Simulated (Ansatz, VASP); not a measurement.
This is a calculation of SnO2 for VASP 6.6.1.

INCAR

```
SYSTEM = SnO2
  PREC = Accurate
  ENCUT = 520
  EDIFF = 1E-7
  ISMEAR = -1
  SIGMA = 0.05
  LREAL = .FALSE.
  LASPH = .TRUE.
  NELM = 80
  ALGO = Normal
  ISIF = 2
  LWAVE = .FALSE.
  LCHARG = .FALSE.
  GGA = PE
  NBANDS = 20
```

Contents of KPOINTS:

```
Automatic mesh
0
G
  9 6 5
  0 0 0
```

Contents of POSCAR:

```
SnO2
1.0
    3.0232700000      0.0000000000      0.0000000000
    0.0000000000      4.9646800000      0.0000000000
    0.0000000000      0.0000000000      5.9769600000
Sn O
1 2
Direct
    0.5000000000      0.5000000000      0.0000000000
    0.0000000000      0.5000000000      0.7757200000
    0.0000000000      0.5000000000      0.2242800000
```

Potentials or basis: VASP PAW PBE potentials, release 64 (Sn_d, O).

Run with:

```sh
$ cat potpaw_PBE.64/Sn_d/POTCAR potpaw_PBE.64/O/POTCAR > POTCAR
$ mpirun -np 1 vasp_std > vasp.out
```

**Question.** Translate it to Ansatz 0.2.0. Potentials there: Ansatz PAW.

**Answer.** As run (the cutoff follows the program's own potentials):

File input.yaml:

```yaml
crystal:
  lattice:
    - [3.02327, 0.0, 0.0]
    - [0.0, 4.96468, 0.0]
    - [0.0, 0.0, 5.97696]
  atoms:
    - { symbol: Sn, position: [0.5, 0.5, 0.0] }
    - { symbol: O, position: [0.0, 0.5, 0.77572] }
    - { symbol: O, position: [0.0, 0.5, 0.22428] }
hamiltonian:
  xc: pbe
  pseudopotentials: { kind: paw }
kpoints:
  mp_grid: { grid: [9, 6, 5] }
scf:
  occupations: { method: fermi_dirac, width: 0.05 }
output:
  forces: true
  stress: true
  eigenvalues: true
```

Potentials or basis: Ansatz PAW.

Command:

```console
$ ansatz run input.yaml --threads 2 --pin off --max-ram 5632MiB --backend cpu --events-out ev --progress --plain --runs-dir out
```

Both were run:

|  | VASP | Ansatz | Ansatz less VASP |
| --- | --- | --- | --- |
| gap on the k mesh at the Fermi level (eV) | 1.29 | 1.31 | +0.026 |
| least direct gap on the mesh (eV) | 1.85 | 1.86 | +0.012 |
| pressure (GPa) | 0.8 | 0.5 | -0.28 |
| largest component of the traceless stress (GPa) | 0.33 | 0.04 | -0.293 |
| rms of the force components (eV/Å) | 0.045 | 0.000 | -0.0445 |

Atom by atom the forces differ by 0.045 eV/Å (rms over components). The functional is the same, so the differences come from potentials, cutoffs and numerics.

Caveats: spin-orbit coupling is left out, which moves the levels of the heavy elements; an odd mesh through Γ misses points on the zone boundary, where band edges often lie (VASP); odd divisions of the mesh miss points on the zone boundary, where band edges often lie, so the gap on the mesh can be too wide (Ansatz); the pressure holds a Pulay correction of +0.3 GPa for the finite cutoff (Ansatz). As with any semilocal functional, this PBE gap is likely too small.
